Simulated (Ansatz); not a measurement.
Runs of Ansatz 0.2.0 on SnSe. The structure is orthorhombic, space group Pnma (No. 62). Conventional cell: a = 11.420 Å, b = 4.190 Å, c = 4.460 Å, α = 90.00°, β = 90.00°, γ = 90.00°. Sn (site symmetry m) has 3 Se at 2.69 to 2.83 Å as nearest neighbours. Around Se (site symmetry m) lie 3 Sn at 2.69 to 2.83 Å. 

```csv
level,gap on the mesh (eV),pressure (GPa),relaxed volume (Å³/atom),largest force (eV/Å)
r2SCAN,1.03,0.0,28.30,-
r2SCAN+D4,0.99,0.0,(a),-
r2SCAN+rVV10,0.87,0.0,27.18,0.01
r2SCAN+D3(BJ),0.91,0.0,(c),0.01
r2SCAN+D3(BJ)-ATM,(b),0.0,27.46,0.01
```

Alike in all rows: task relaxation of cell and atoms; potentials or basis Ansatz PAW; no spin polarisation; cell relaxed; k mesh 3 × 6 × 6; cutoff (eV) 500; smearing fermi-dirac 0.05 eV.

Q: Estimate the missing entries.

A: (a) 27.97; (b) 0.93; (c) 27.25.

Caveats: odd divisions of the mesh miss points on the zone boundary, where band edges often lie, so the gap on the mesh can be too wide; the plane-wave basis is chosen anew once the cell has moved, so the energies of steps on either side of that aren't comparable; spin-orbit coupling is left out, which moves the levels of the heavy elements; the PAW data sets come from PBE, with cores solved anew for the run's functional, which leaves a small shift of forces and pressure; the dispersion damping was fitted for another functional or another form of the correction (some runs).

A k mesh can miss the band edges, and the runs leave out spin-orbit coupling on Se, Sn.
